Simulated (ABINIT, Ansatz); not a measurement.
# Quasiparticle gap of SiC (P6_3mc) in ABINIT

Wanted: ground state, empty states, screening and self-energy for SiC (P6_3mc).

Calculated with ABINIT 10.8.3; PBE and many-body steps on it, plane waves.

**Experimental background.**

- Gap 3 eV: optical absorption onset, approximate; UV-Vis-NIR transmission; bulk crystal (400 micron semi-insulating 6H-SiC wafer) (“Effects of energetic ion irradiation on WSe2/SiC heterostructures”, 2017, pmc:5482891).

- Gap 3.03 eV: indirect gap, experimental literature value; quoted from earlier experiment; bulk crystal (quoted in “Charge spill-out and work function of few-layer graphene on SiC(0001)”, 2018, arxiv:1806.04908).

- Gap 3.02 eV: band gap at cryogenic temperature; bulk crystal (literature value) (quoted in “Silicon carbide diodes for neutron detection”, 2020, arxiv:2009.14696).

Most raw output is cut from this account.

## (1) Starting point

The structure is hexagonal, space group P6_3mc (No. 186). Conventional cell: a = 3.077 Å, b = 3.077 Å, c = 15.098 Å, α = 90.00°, β = 90.00°, γ = 120.00°. Si has 4 C at 1.88 to 1.89 Å nearest. Nearest to Si lie 4 C at 1.89 Å. Nearest to C lie 4 Si at 1.88 to 1.89 Å. C has 4 Si at 1.88 to 1.89 Å nearest. Nearest to C lie 4 Si at 1.89 Å. Farther neighbours are not listed.

Coordinates:

```cif
data_structure
_symmetry_space_group_name_H-M 'P6_3mc'
_symmetry_Int_Tables_number 186
_cell_length_a 3.0766
_cell_length_b 3.0766
_cell_length_c 15.0981
_cell_angle_alpha 90.000
_cell_angle_beta 90.000
_cell_angle_gamma 120.000
_cell_volume 123.77
loop_
_atom_site_label
_atom_site_type_symbol
_atom_site_symmetry_multiplicity
_atom_site_Wyckoff_symbol
_atom_site_fract_x
_atom_site_fract_y
_atom_site_fract_z
_atom_site_occupancy
Si1 Si 2 b 0.33333 0.66667 0.83299 1
Si2 Si 2 b 0.66667 0.33333 0.66650 1
Si3 Si 2 a 0.00000 0.00000 0.49973 1
C1 C 2 a 0.00000 0.00000 0.87437 1
C2 C 2 b 0.33333 0.66667 0.70800 1
C3 C 2 b 0.66667 0.33333 0.54152 1
```

The cell and positions are those that the Materials Project relaxed with its own functionals (PBE, PBE+U or r2SCAN), kept fixed.

## (2) Ground state

This step: ABINIT 10.8.3; DFT, PBE, plane waves, norm-conserving pseudopotentials.

The ground-state density comes first.

The input, run.abi:

```
acell 3*1.0 Angstrom
rprim 
  3.076621010229 -0.000000000007 0.000000000000
  -1.538310505109 2.664431952678 0.000000000000
  0.000000000000 0.000000000000 15.098084320000
ntypat 2
znucl 14 6
natom 12
typat 1 1 1 1 1 1 2 2 2 2 2 2
xred 
  0.333333333333 0.666666666667 0.832986150000
  0.666666666667 0.333333333333 0.332986150000
  0.666666666667 0.333333333333 0.666500600000
  0.333333333333 0.666666666667 0.166500600000
  0.000000000000 0.000000000000 0.499729420000
  0.000000000000 0.000000000000 0.999729420000
  0.000000000000 0.000000000000 0.874366410000
  0.000000000000 0.000000000000 0.374366410000
  0.333333333333 0.666666666667 0.707996780000
  0.666666666667 0.333333333333 0.207996780000
  0.666666666667 0.333333333333 0.541521640000
  0.333333333333 0.666666666667 0.041521640000
pp_dirpath "pseudos"
pseudos "Si.upf, C.upf"
ecut 37
ngkpt 6 6 2
nshiftk 1
shiftk 0 0 0
kptopt 1
chksymbreak 0
nband 34
occopt 1
tolvrs 1e-10
nstep 60
prtwf 0
optforces 0
optstress 0
indata_prefix "in"
outdata_prefix "out"
tmpdata_prefix "tmp"
```

On the command line:

```
$ OMP_NUM_THREADS=1 mpirun -n 16 abinit run.abi > log
```

Elapsed: 26 s, on 16 MPI ranks of AMD EPYC 7R43, shared host; peak memory 1.7 GiB; 6.7 min of CPU time.

This step gave:

* total energy: -1676.7050 eV
* gap: 2.027 eV
* k of the valence top: 0, 0, 0
* k of the conduction bottom: 0.5, 0, 0
* least direct gap: 3.130 eV

The gap is indirect, with the least direct gap 1.10 eV higher.

## (3) Bands along the symmetry lines

Levels along a band path, at the cheap level, show where the edges lie and whether the meshes to come will hold them.

Changes to run.abi since step 2:

```diff
@@ -25,14 +25,53 @@
 ecut 37
-ngkpt 6 6 2
-nshiftk 1
-shiftk 0 0 0
-kptopt 1
-chksymbreak 0
-nband 34
-occopt 1
-tolvrs 1e-10
-nstep 60
+iscf -2
+irdden 1
+kptopt 0
+nkpt 39
+kpt 
+  0.00000000 0.00000000 0.00000000
+  0.12500000 0.00000000 0.00000000
+  0.25000000 0.00000000 0.00000000
+  0.37500000 0.00000000 0.00000000
+  0.50000000 0.00000000 0.00000000
+  0.45833333 0.08333333 0.00000000
+  0.41666666 0.16666666 0.00000000
+  0.37500000 0.25000000 0.00000000
+  0.33333333 0.33333333 0.00000000
+  0.25000000 0.25000000 0.00000000
+  0.16666666 0.16666666 0.00000000
+  0.08333333 0.08333333 0.00000000
+  0.00000000 0.00000000 0.00000000
+  0.00000000 0.00000000 0.12500000
+  0.00000000 0.00000000 0.25000000
+  0.00000000 0.00000000 0.37500000
+  0.00000000 0.00000000 0.50000000
+  0.12500000 0.00000000 0.50000000
+  0.25000000 0.00000000 0.50000000
+  0.37500000 0.00000000 0.50000000
+  0.50000000 0.00000000 0.50000000
+  0.45833333 0.08333333 0.50000000
+  0.41666666 0.16666666 0.50000000
+  0.37500000 0.25000000 0.50000000
+  0.33333333 0.33333333 0.50000000
+  0.25000000 0.25000000 0.50000000
+  0.16666666 0.16666666 0.50000000
+  0.08333333 0.08333333 0.50000000
+  0.00000000 0.00000000 0.50000000
+  0.50000000 0.00000000 0.50000000
+  0.50000000 0.00000000 0.37500000
+  0.50000000 0.00000000 0.25000000
+  0.50000000 0.00000000 0.12500000
+  0.50000000 0.00000000 0.00000000
+  0.33333333 0.33333333 0.50000000
+  0.33333333 0.33333333 0.37500000
+  0.33333333 0.33333333 0.25000000
+  0.33333333 0.33333333 0.12500000
+  0.33333333 0.33333333 0.00000000
+istwfk *1
+nband 31
+nbdbuf 2
+tolwfr 1e-08
+nstep 40
 prtwf 0
-optforces 0
-optstress 0
+prtvol 0
 indata_prefix "in"
```

It took 32 s on 16 MPI ranks; peak memory 1.5 GiB; 8.3 min of CPU time.

This step gave:

| Item | Value |
| --- | --- |
| gap | 2.022 eV |
| k of the valence top | 0, 0, 0 |
| k of the conduction bottom | 0.5, 0, 0.25 |
| least direct gap | 3.130 eV |

The gap is 2.022 eV, −0.004 eV from the run before at this level.

Electronic bands along the path, in eV, zero at the top of the highest filled band:

| point | band 21 | band 22 | band 23 | band 24 | band 25 | band 26 | band 27 | band 28 |
| --- | --- | --- | --- | --- | --- | --- | --- | --- |
| Γ | -0.30 | -0.04 | 0.00 | 0.00 | 5.20 | 5.37 | 5.78 | 6.29 |
| halfway | -1.15 | -1.12 | -0.71 | -0.53 | 3.68 | 3.91 | 4.39 | 5.02 |
| M | -1.82 | -1.79 | -1.67 | -1.10 | 2.03 | 2.22 | 3.22 | 3.90 |
| halfway | -2.44 | -2.23 | -2.01 | -1.77 | 2.85 | 3.53 | 4.51 | 4.95 |
| K | -3.16 | -2.22 | -2.08 | -2.08 | 3.49 | 3.49 | 3.78 | 5.08 |
| halfway | -1.79 | -1.74 | -1.30 | -0.72 | 4.82 | 4.88 | 4.98 | 5.07 |
| Γ | -0.30 | -0.04 | 0.00 | 0.00 | 5.20 | 5.37 | 5.78 | 6.29 |
| halfway | -0.20 | -0.20 | -0.03 | -0.03 | 5.22 | 5.34 | 5.86 | 6.20 |
| A | -0.10 | -0.10 | -0.10 | -0.10 | 5.27 | 5.27 | 6.02 | 6.02 |
| halfway | -1.00 | -1.00 | -0.71 | -0.71 | 3.79 | 3.79 | 4.74 | 4.74 |
| L | -1.72 | -1.72 | -1.31 | -1.31 | 2.07 | 2.07 | 3.44 | 3.44 |
| halfway | -2.68 | -2.68 | -1.67 | -1.67 | 3.22 | 3.22 | 4.49 | 4.49 |
| H | -2.64 | -2.64 | -2.27 | -2.27 | 3.67 | 3.67 | 4.35 | 4.35 |
| halfway | -1.96 | -1.96 | -0.85 | -0.85 | 4.75 | 4.75 | 5.14 | 5.14 |
| A | -0.10 | -0.10 | -0.10 | -0.10 | 5.27 | 5.27 | 6.02 | 6.02 |
| jump to L | -1.72 | -1.72 | -1.31 | -1.31 | 2.07 | 2.07 | 3.44 | 3.44 |
| halfway | -2.00 | -1.64 | -1.54 | -1.16 | 2.02 | 2.17 | 3.29 | 3.68 |
| M | -1.82 | -1.79 | -1.67 | -1.10 | 2.03 | 2.22 | 3.22 | 3.90 |
| jump to H | -2.64 | -2.64 | -2.27 | -2.27 | 3.67 | 3.67 | 4.35 | 4.35 |
| halfway | -2.99 | -2.34 | -2.16 | -2.16 | 3.58 | 3.58 | 3.94 | 4.84 |
| K | -3.16 | -2.22 | -2.08 | -2.08 | 3.49 | 3.49 | 3.78 | 5.08 |

## (4) Empty states on the mesh, 6×6×1 mesh, 898 bands

The sums over transitions need many empty states on a uniform mesh; this step solves for them.

The input, run.abi:

```
acell 3*1.0 Angstrom
rprim 
  3.076621010229 -0.000000000007 0.000000000000
  -1.538310505109 2.664431952678 0.000000000000
  0.000000000000 0.000000000000 15.098084320000
ntypat 2
znucl 14 6
natom 12
typat 1 1 1 1 1 1 2 2 2 2 2 2
xred 
  0.333333333333 0.666666666667 0.832986150000
  0.666666666667 0.333333333333 0.332986150000
  0.666666666667 0.333333333333 0.666500600000
  0.333333333333 0.666666666667 0.166500600000
  0.000000000000 0.000000000000 0.499729420000
  0.000000000000 0.000000000000 0.999729420000
  0.000000000000 0.000000000000 0.874366410000
  0.000000000000 0.000000000000 0.374366410000
  0.333333333333 0.666666666667 0.707996780000
  0.666666666667 0.333333333333 0.207996780000
  0.666666666667 0.333333333333 0.541521640000
  0.333333333333 0.666666666667 0.041521640000
pp_dirpath "pseudos"
pseudos "Si.upf, C.upf"
ecut 37
ngkpt 6 6 1
nshiftk 1
shiftk 0 0 0
kptopt 1
chksymbreak 0
iscf -2
irdden 1
istwfk *1
nband 898
nbdbuf 80
tolwfr 1e-09
nstep 60
prtvol 0
indata_prefix "in"
outdata_prefix "out"
tmpdata_prefix "tmp"
```

Elapsed: 21 min, on 16 MPI ranks; peak memory 2.5 GiB.

This step gave:

| Quantity | Value |
| --- | --- |
| gap | 2.027 eV |
| k of the valence top | 0, 0, 0 |
| k of the conduction bottom | 0.5, 0, 0 |
| least direct gap | 3.130 eV |
| k points computed | 7 |
| lowest point of the top converged band, above the valence top | 181.4774 eV |

On this mesh the gap is 2.027 eV.

## (5) Screening, 6×6×1 mesh, 818 bands, screening to 272.1 eV

The RPA dielectric matrix is built and inverted for each q.

This step: RPA screening on PBE, plane waves, norm-conserving pseudopotentials.

Changes to run.abi since step 4:

```diff
@@ -30,10 +30,11 @@
 chksymbreak 0
-iscf -2
-irdden 1
 istwfk *1
-nband 898
-nbdbuf 80
-tolwfr 1e-09
-nstep 60
-prtvol 0
+occopt 1
+irdwfk 1
+optdriver 3
+nband 818
+ecuteps 10
+inclvkb 2
+awtr 1
+symchi 1
 indata_prefix "in"
```

It took 22 min on 16 MPI ranks; peak memory 13 GiB.

This step gave:

- ε∞ with local fields, on this mesh, along the program's q direction: 6.961
- the same without local fields: 7.615
- plasma frequency: 23.12 eV
- plane waves in the screening matrix: 1211

Local fields lower ε∞ by 9 %. On a Γ-centred mesh this coarse the value itself is usually too large, while a short band sum pulls it down.

## (6) Self-energy, 6×6×1 mesh, 818 bands, screening to 272.1 eV

The self-energy is evaluated for the states that the input lists, and the levels follow from it, in one-shot runs by the linearised quasiparticle equation.

This step: G0W0 on PBE, plane waves, norm-conserving pseudopotentials.

Changes to run.abi since step 5:

```diff
@@ -33,8 +33,17 @@
 irdwfk 1
-optdriver 3
+optdriver 4
 nband 818
+gwcalctyp 0
+ecutsigx 37
+symsigma 1
+nkptgw 2
+kptgw 
+  0.0000000000 0.0000000000 0.0000000000
+  0.5000000000 0.0000000000 0.0000000000
+bdgw 
+  23 26
+  23 26
 ecuteps 10
-inclvkb 2
-awtr 1
-symchi 1
+irdscr 1
+ppmodel 1
 indata_prefix "in"
```

Run time: 8.2 min. Hardware: 16 MPI ranks; peak memory 19 GiB.

This step gave:

| Quantity | Value |
| --- | --- |
| G0W0 gap on the points computed | 2.803 eV |
| starting gap on the mesh | 2.027 eV |
| k of the valence top | 0, 0, 0 |
| k of the conduction bottom | 0.5, 0, 0 |
| Z at the valence top | 0.791 |
| Z at the conduction bottom | 0.816 |
| least direct G0W0 gap on the computed points | 4.034 eV |

The gap on the mesh goes from 2.03 eV to 2.80 eV, a correction of +0.78 eV.

Limits: finite bands, cutoff and mesh; coarse k mesh. v1 is the top filled band, c1 the lowest empty one. The levels before and after the correction (eV, zero at the valence-band top of each column):

|  | conduction bottom | valence top |
| --- | --- | --- |
| Kohn-Sham | 2.03 | 0.00 |
| G0W0 | 2.80 | 0.00 |

|  | level | energy (eV) |
| --- | --- | --- |
| Kohn-Sham | Γ v2-v1 | 0.000 |
| Kohn-Sham | Γ c1 | 5.203 |
| Kohn-Sham | Γ c2 | 5.373 |
| Kohn-Sham | (0.5 0 0) v2 | -1.667 |
| Kohn-Sham | (0.5 0 0) v1 | -1.104 |
| Kohn-Sham | (0.5 0 0) c1 | 2.027 |
| Kohn-Sham | (0.5 0 0) c2 | 2.219 |
| G0W0 | Γ v2-v1 | 0.000 |
| G0W0 | Γ c1 | 6.119 |
| G0W0 | Γ c2 | 6.284 |
| G0W0 | (0.5 0 0) v2 | -1.816 |
| G0W0 | (0.5 0 0) v1 | -1.231 |
| G0W0 | (0.5 0 0) c1 | 2.803 |
| G0W0 | (0.5 0 0) c2 | 3.001 |

## (7) Where the time went

Times are wall times on 16 MPI ranks of AMD EPYC 7R43, shared host, good to a factor of about two.

| step | time | share | memory (GiB) |
| --- | --- | --- | --- |
| ground state | 26 s | 1 % | 1.7 |
| bands along the symmetry lines | 32 s | 1 % | 1.5 |
| empty states on the mesh | 21 min | 41 % | 2.5 |
| screening | 22 min | 42 % | 13 |
| self-energy | 8.2 min | 16 % | 19 |

## (8) What came out

| Property | Result |
| --- | --- |
| PBE gap | 2.02 eV, indirect |
| G0W0 gap on the mesh | 2.80 eV |
| GW settings | 6×6×1 mesh, 818 bands, screening to 272.1 eV, Godby-Needs plasmon pole |
| known limits | not at the basis limit; coarse k mesh |

**Reading.** G0W0 moves the gap on the mesh from 2.03 eV to 2.80 eV (+0.78 eV), with Z of 0.79 and 0.82 at the edges. Local fields lower the RPA ε∞ on this mesh from 7.61 to 6.96; a Γ-centred mesh this coarse tends to raise both, most where the direct gap is narrow, while a short band sum lowers them. Only 2 of the mesh's irreducible points were corrected, so a valley elsewhere could overtake. Against experiment, by G0W0@PBE: the gap of 2.80 eV lies −0.20 eV from the measured 3 eV (optical, 2017); the gap of 2.80 eV lies −0.23 eV from the measured 3.03 eV (indirect, quoted 2018); the gap of 2.80 eV lies −0.22 eV from the measured 3.02 eV (kind not stated, quoted 2020). An exciton line or allowed optical edge lies below the quasiparticle gap by the binding energy; a forbidden edge can push the onset above it. The calculation has static nuclei and no excitons; a measured gap holds zero-point and thermal motion, which mostly lowers it. Bands and cutoff are finite, so the gap is not at the basis limit. The miss can reach some tenths of an eV and take either sign; the mesh is an error of its own. In the G0W0 run levels were corrected at 2 k points alone, so a gap called «on the mesh» is the least over those, and an edge elsewhere would be missed. The 6×6×1 mesh is coarse for this cell, which bears on the long-range parts of exchange and screening.

[Paths, hosts, dates, memory and timing lines, banners, echoed tables and standing remarks are left out of the program output.]

[Logs are printed without paths, hosts, clocks, repeated set-up lines and the standing remarks that a program may print on its own settings, such as how far it seeks lower states.]

[Runs of the session that timed out or met a known fault of the program may be left out.]

[Hosts, paths, dates, database ids (printed as entryN), source tags and the programs' standing remarks are cut or masked in the printed files.]

[G0W0 gaps are taken among the corrected bands and points alone; a level outside them can change the order at an edge.]

[Where Ansatz stands beside ABINIT at settings called matched, ABINIT's density can come from a denser mesh and the files from another edition; pairs whose starting gaps differed by over 0.03 eV were left out, so agreement reads better than it is.]
